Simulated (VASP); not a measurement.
# C (Fd-3m) in VASP: notebook, part 2 of 2

VASP 6.6.1.

## Step 5: Single point, LDA (grid = ENCUT=650 dk=0.45 cell=2x2x1 ISMEAR=0 SIGMA=0.05 LREAL=Auto EDIFF=1e-06)

Contents of INCAR:

```
SYSTEM = C
PREC = Accurate
ENCUT = 650
EDIFF = 1E-6
ISMEAR = 0
SIGMA = 0.05
LREAL = Auto
LASPH = .True.
NELM = 120
ALGO = Fast
ISIF = 2
LWAVE = .False.
LCHARG = .False.
NBANDS = 24
```

Contents of KPOINTS:

```
regular mesh
0
Gamma
  7 7 7
  0 0 0
```

Contents of POSCAR:

```
C
1.0
    0.0000000000      3.5667400000      3.5667400000
    3.5667400000      0.0000000000      3.5667400000
    1.7833700000      1.7833700000      0.0000000000
C
8
Direct
    0.3750000000      0.3750000000      0.7500000000
    0.3750000000      0.8750000000      0.7500000000
    0.8750000000      0.3750000000      0.7500000000
    0.8750000000      0.8750000000      0.7500000000
    0.2500000000      0.2500000000      0.5000000000
    0.2500000000      0.7500000000      0.5000000000
    0.7500000000      0.2500000000      0.5000000000
    0.7500000000      0.7500000000      0.5000000000
```

On the command line:

```bash
cat potpaw_LDA.64/C/POTCAR > POTCAR
mpirun -np 1 vasp_std > vasp.out
```

Wall time 1.9 min (1 thread of Intel Xeon 6975P-C (Granite Rapids), shared host); peak memory 0.19 GiB.

These settings aren't checked as converged: the numbers below hold their error.

What came out:

```yaml
Free_energy: -80.9827 eV
Pressure: -12.6 GPa
Band_gap_on_the_k_mesh: 4.10 eV
```

Caveat: the k mesh is coarse (spacing up to 0.44 Å⁻¹), so the values aren't converged; an odd mesh through Γ misses points on the zone boundary, where band edges often lie.

## Step 6: Single point, PBE

This run uses another cell than the first one: it holds 2 atoms, not 8.

Contents of INCAR:

```
SYSTEM = C
PREC = Accurate ; ENCUT = 520
EDIFF = 1E-7 ; ISMEAR = 0
SIGMA = 0.011 ; LREAL = .False.
LASPH = .True. ; NELM = 60
ALGO = Fast ; ISIF = 2
LWAVE = .False. ; LCHARG = .True.
GGA = PE ; LELF = .True.
LVHAR = .True.
```

Contents of KPOINTS:

```
regular mesh
0
Gamma
  13 13 13
  0 0 0
```

Contents of POSCAR:

```
C
1.0
    0.0000000000      1.7833700000      1.7833700000
    1.7833700000      0.0000000000      1.7833700000
    1.7833700000      1.7833700000      0.0000000000
C
2
Direct
    0.7500000000      0.7500000000      0.7500000000
    0.5000000000      0.5000000000      0.5000000000
```

Potentials or basis: VASP PAW PBE potentials, release 64 (C).

On the command line:

```bash
cat potpaw_PBE.64/C/POTCAR > POTCAR
mpirun -np 1 vasp_std > vasp.out
```

OUTCAR:

```text
SYSTEM = C
   PREC = Accurate
   ENCUT = 520
   EDIFF = 1E-7
   ISMEAR = 0
   LREAL = .False.
   LASPH = .True.
   NELM = 60
   ISIF = 2
   GGA = PE

 ion  position               nearest neighbor table
   1  0.750  0.750  0.750-   2 1.54   2 1.54   2 1.54   2 1.54
   2  0.500  0.500  0.500-   1 1.54   1 1.54   1 1.54   1 1.54

  LATTYP: Found a face centered cubic cell.
 ALAT       =     3.5667400000

  Lattice vectors:

 A1 = (   0.0000000000,   1.7833700000,   1.7833700000)
 A2 = (   1.7833700000,   0.0000000000,   1.7833700000)
 A3 = (   1.7833700000,   1.7833700000,   0.0000000000)

Analysis of symmetry for initial positions (statically):
=====================================================================
 Subroutine PRICEL returns:
 Original cell was already a primitive cell.

 Routine SETGRP: Setting up the symmetry group for a
 face centered cubic supercell.

 Subroutine GETGRP returns: Found 48 space group operations
 (whereof 24 operations were pure point group operations)
 out of a pool of 48 trial point group operations.

The static configuration has the point symmetry T_d .
 The point group associated with its full space group is O_h .

Analysis of symmetry for dynamics (positions and initial velocities):
=====================================================================
 Subroutine PRICEL returns:
 Original cell was already a primitive cell.

 Routine SETGRP: Setting up the symmetry group for a
 face centered cubic supercell.

 Subroutine GETGRP returns: Found 48 space group operations
 (whereof 24 operations were pure point group operations)
 out of a pool of 48 trial point group operations.

The dynamic configuration has the point symmetry T_d .
 The point group associated with its full space group is O_h .

 Subroutine INISYM returns: Found 48 space group operations
 (whereof 24 operations are pure point group operations),
 and found     1 'primitive' translations
[... 143 lines left out ...]
  Fermi-wavevector in a.u.,A,eV,Ry     =   1.457203  2.753714 28.891161  2.123440
  Thomas-Fermi vector in A             =   2.574032
   LORBIT       =      0    0 simple, 1 ext, 2 COOP (PROOUT), +10 PAW based schemes
   GGA     = PE    functional components
   LHFCALC =     F    Hartree Fock is set to
   AEXX    =    0.0000 exact exchange contribution
   IVDW    =     0    specifies the selected vdW correction
   LEPSILON=     F    determine dielectric tensor
   LRPA    =     F    only Hartree local field effects (RPA)
 non-spin polarized calculation
 RMM-DIIS sequential band-by-band and
 Gauss-broadening in eV      SIGMA  =   0.01
  energy-cutoff  :      520.00
  volume of cell :       11.34
 maximum number of plane-waves:       322
   NGX =  9   NGY =  9   NGZ =  9

 number of electron       7.9999999 magnetization

 Free energy of the ion-electron system (eV)
  ---------------------------------------------------
  ext. energy  EPLUGINS =         0.00000000
  ---------------------------------------------------
  free energy    TOTEN  =       -18.18525563 eV

  energy without entropy =      -18.18525563  energy(sigma->0) =      -18.18525563

 E-fermi :   9.8528     XC(G=0): -13.2509

 val. band max:        9.7301319475   @ k =   0.0000   0.0000   0.0000
 cond. band min:      13.8719281706   @ k =   0.3846   0.3846   0.0000
 fundamental gap:      4.1417962231
 Fermi energy:         9.8528107770

 k-point     1 :       0.0000    0.0000    0.0000
  band No.  band energies     occupation
      1     -11.7473      2.00000
      2       9.7301      2.00000
      3       9.7301      2.00000
      4       9.7301      2.00000
      5      15.3200      0.00000
      6      15.3200      0.00000
      7      15.3200      0.00000
      8      23.0621      0.00000
[... 419 lines left out ...]
 k-point    40 :       0.4615    0.3077    0.0000
  band No.  band energies     occupation
      1      -6.0601      2.00000
      2       0.3410      2.00000
      3       2.7501      2.00000
      4       4.2499      2.00000
      5      14.9766      0.00000
      6      18.1616      0.00000
      7      24.0869      0.00000
      8      24.3212      0.00000

 [... further k-points ...]

------------------------ aborting loop because EDIFF is reached ----------------------------------------

  FORCE on cell =-STRESS in cart. coord.  units (eV):
  Direction    XX          YY          ZZ          XY          YZ          ZX
  --------------------------------------------------------------------------------------
  -------------------------------------------------------------------------------------
  Total        0.1740034      0.1740034      0.1740034      0.0000000      0.0000000     -0.0000000
  in kB       24.5761569     24.5761569     24.5761569      0.0000000      0.0000000     -0.0000000
  external PRESSURE =      24.5761569 kB  Pullay stress =       0.0000000 kB

 VOLUME and BASIS-vectors are now :
 -----------------------------------------------------------------------------
  energy-cutoff  :      520.00
  volume of cell :       11.34
      direct lattice vectors                 reciprocal lattice vectors
     0.000000000  1.783370000  1.783370000    -0.280368067  0.280368067  0.280368067
     1.783370000  0.000000000  1.783370000     0.280368067 -0.280368067  0.280368067
     1.783370000  1.783370000  0.000000000     0.280368067  0.280368067 -0.280368067

 POSITION                                       TOTAL-FORCE (eV/Angst)
 -----------------------------------------------------------------------------------
      2.67505      2.67505      2.67505        -0.000000     -0.000000     -0.000000
      1.78337      1.78337      1.78337         0.000000      0.000000      0.000000
 -----------------------------------------------------------------------------------
    total drift:                                0.000000     -0.000000      0.000000

  FREE ENERGIE OF THE ION-ELECTRON SYSTEM (eV)
  ---------------------------------------------------
  free  energy   TOTEN  =       -18.1852556279 eV

  energy  without entropy=      -18.1852556279  energy(sigma->0) =      -18.18525563
```

OSZICAR:

```text
N       E                     dE             d eps       ncg     rms          rms(c)
DAV:   1    -0.123547239662E+01   -0.12355E+01   -0.52376E+03  1424   0.967E+02
DAV:   2    -0.187237570077E+02   -0.17488E+02   -0.17124E+02  2168   0.113E+02
DAV:   3    -0.188239862931E+02   -0.10023E+00   -0.10023E+00  1456   0.107E+01
DAV:   4    -0.188241067934E+02   -0.12050E-03   -0.12050E-03  1928   0.405E-01
DAV:   5    -0.188241068261E+02   -0.32756E-07   -0.32756E-07  1400   0.470E-03    0.556E+00
RMM:   6    -0.183428603232E+02    0.48125E+00   -0.27696E-01  1371   0.468E+00    0.329E+00
RMM:   7    -0.181813247012E+02    0.16154E+00   -0.42829E-01  1501   0.619E+00    0.727E-01
RMM:   8    -0.181850168951E+02   -0.36922E-02   -0.22750E-02  1390   0.180E+00    0.116E-01
RMM:   9    -0.181852247794E+02   -0.20788E-03   -0.35565E-03  1503   0.650E-01    0.508E-02
RMM:  10    -0.181852514101E+02   -0.26631E-04   -0.40592E-04  1414   0.224E-01    0.208E-02
RMM:  11    -0.181852544597E+02   -0.30496E-05   -0.58878E-05  1493   0.844E-02    0.520E-03
RMM:  12    -0.181852554996E+02   -0.10399E-05   -0.78311E-06  1499   0.327E-02    0.591E-03
RMM:  13    -0.181852557348E+02   -0.23517E-06   -0.60459E-07  1443   0.876E-03    0.222E-03
RMM:  14    -0.181852556106E+02    0.12420E-06   -0.70615E-08  1056   0.311E-03    0.105E-03
RMM:  15    -0.181852556279E+02   -0.17282E-07   -0.79564E-09   746   0.100E-03
   1 F= -.18185256E+02 E0= -.18185256E+02  d E =-.812041E-59
```

Run time: 6.7 s. Hardware: 1 thread of Intel Xeon Platinum 8375C at 2.90GHz (Ice Lake), shared host; peak memory 0.11 GiB.

Results:

* Free energy: -18.1853 eV
* Pressure: 2.5 GPa
* Band gap on the k mesh: 4.14 eV, indirect (least direct gap 5.59 eV)

Caveat: an odd mesh through Γ misses points on the zone boundary, where band edges often lie.

## Step 7: For comparison

An earlier run on the cell as given: functional PBE; potentials or basis VASP PAW PBE potentials, release 64 (C); cutoff 520 eV; k mesh 13 × 13 × 13; occupations fermi-dirac, width 0.05 eV; no spin polarisation.

- Pressure: 2.5 GPa
- Band gap on the k mesh: 4.14 eV, indirect (least direct gap 5.59 eV)
